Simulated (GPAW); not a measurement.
CdO (Monteponite), 2 atoms in the cell. Symmetry: Fm-3m, No. 225, cubic system. Conventional cell: a = 4.761 Å, b = 4.761 Å, c = 4.761 Å, α = 90.00°, β = 90.00°, γ = 90.00°. Cd (site symmetry m-3m) has 6 O at 2.38 Å as nearest neighbours. O (site symmetry m-3m) has 6 Cd at 2.38 Å as nearest neighbours.  The cell isn't the ideal one: volume scaled by 1.04.

- Program: GPAW 26.7.0
- Task: energy-loss spectrum
- Functional: GLLB-SC
- Potentials or basis: the program's PAW data sets (release 1.2.1) made for this functional
- Cutoff: 550 eV
- Basis: pw
- k mesh: 8 × 8 × 8
- Occupations: fermi-dirac, width 0.001 eV
- Spin: no spin polarisation
- Kernel: RPA
- Eta: 0.3 eV
- Response ecut: 70 eV
- Domega0: 0.1 eV
- Maxiter: 150
- Response k mesh: 24 × 24 × 24
- Omega2: 10 eV
- Response bands: 49
- Q points: [[0.3333333333, 0.3333333333, 0.0], [0.375, 0.375, 0.0]]

Potentials or basis: the program's PAW data sets (release 1.2.1) made for this functional, pw.

Command:

```sh
$ OMP_NUM_THREADS=1 python run.py
```

Hardware: 1 thread of Arm Neoverse V2, with other jobs on the host.

Question: How long does it take, and how much memory?

Answer: Run time: 9.1 min on 1 thread of Arm Neoverse V2 (shared host), peak memory 0.64 GiB. Counts: scf iterations 35.
